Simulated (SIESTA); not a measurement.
Pb:

```
CELL_PARAMETERS angstrom
0.00000 3.43900 3.43900
3.43900 0.00000 3.43900
3.43900 3.43900 0.00000
ATOMIC_POSITIONS crystal
Pb 0.25000 0.25000 0.25000
Pb 0.00000 0.00000 0.00000
```

This isn't the form of Pb at room conditions, which is fcc.

| Property | Result |
| --- | --- |
| Program | SIESTA 5.4.2 |
| Task | relaxation of cell and atoms |
| Functional | PBE |
| Potentials or basis | PseudoDojo 0.4 standard (PBE files) |
| Basis | SZP (energy shift 0.003 Ry) |
| Grid cutoff | 500 Ry |
| Energy shift | 0.003 Ry |
| k mesh | 5 × 5 × 5 |
| Occupations | fermi-dirac, width 0.05 eV |
| Spin | no spin polarisation |

At the start: pressure 3.6 GPa; volume 40.67 Å³/atom.

Question: How do energy, volume and symmetry change on relaxing?

Answer: Over 5 steps the energy falls by 50.3 meV/atom and the volume is 45.69 Å³/atom (+12.3 %); space group Fd-3m (No. 227, to 0.05 Å).

Step by step:
```csv
step,energy change (eV),largest force (eV/Å),pressure (GPa),volume (Å³)
1,0.0000,0.0001,3.57,81.34
2,-0.0514,0.0002,2.34,84.19
3,-0.0951,0.0003,0.67,88.89
4,-0.0944,0.0004,-0.70,94.17
5,-0.1005,0.0004,0.01,91.37
```

Final structure:
```
Pb
1.0
     0.00026    3.57503    3.57503
     3.57503    0.00026    3.57503
     3.57503    3.57503    0.00026
Pb
2
Direct
  0.24999 0.24999 0.24999
  0.00001 0.00001 0.00001
```

Caveat: the basis of atomic orbitals isn't converged, which shifts pressures, moduli and gaps.
